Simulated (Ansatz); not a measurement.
A (100) slab of NbN (Fm-3m (No. 225)), 6 planes, outer planes NbN (top) and NbN (bottom), with 12 atoms (Nb6N6) in a surface cell of A = 9.775 Å², as cut from the bulk:

```xyz
12
Lattice="3.1265 0.0000 0.0000 0.0000 3.1265 0.0000 0.0000 0.0000 26.0539" Properties=species:S:1:pos:R:3 pbc="T T T"
Nb    0.0000    0.0000    7.5000
N     1.5633    1.5633    7.5000
Nb    1.5633    1.5633    9.7108
N     0.0000    0.0000    9.7108
Nb    0.0000    0.0000   11.9215
N     1.5633    1.5633   11.9215
Nb    1.5633    1.5633   14.1323
N     0.0000    0.0000   14.1323
Nb    0.0000    0.0000   16.3431
N     1.5633    1.5633   16.3431
Nb    1.5633    1.5633   18.5539
N     0.0000    0.0000   18.5539
```

These are results of DFT PBE, scalar-relativistic, plane waves, PAW (Ansatz 0.2.0), not measurements. Plane waves to 420 eV, a k mesh through Γ of 11×11×1 on the computed 12-atom cell and Gaussian smearing (0.10 eV); no spin polarisation.

Against the same 12 atoms in the bulk, the slab as cut lies 1.936 eV higher and the relaxed slab 0.973 eV higher.

Task: Work out the surface energy before and after relaxation.

Result: The slab has two faces, so γ = (E_slab − N·E_bulk)/(2A), the mean of both. As cut: 1.936/(2 × 9.775) = 0.0990 eV/Å², and 1 eV/Å² = 16.02 J/m², so γ = 1.59 J/m². Relaxed: 0.973/(2 × 9.775) = 0.0498 eV/Å² = 0.80 J/m². Relaxation recovers 50 % of the cost of cutting.

Task: What is the ideal work of this cut, per area?

Result: Griffith's ideal work is 2γ: 3.17 J/m² if the new faces stay rigid, 1.59 J/m² if they relax. One thickness was run, 6 planes, so γ can still shift with it.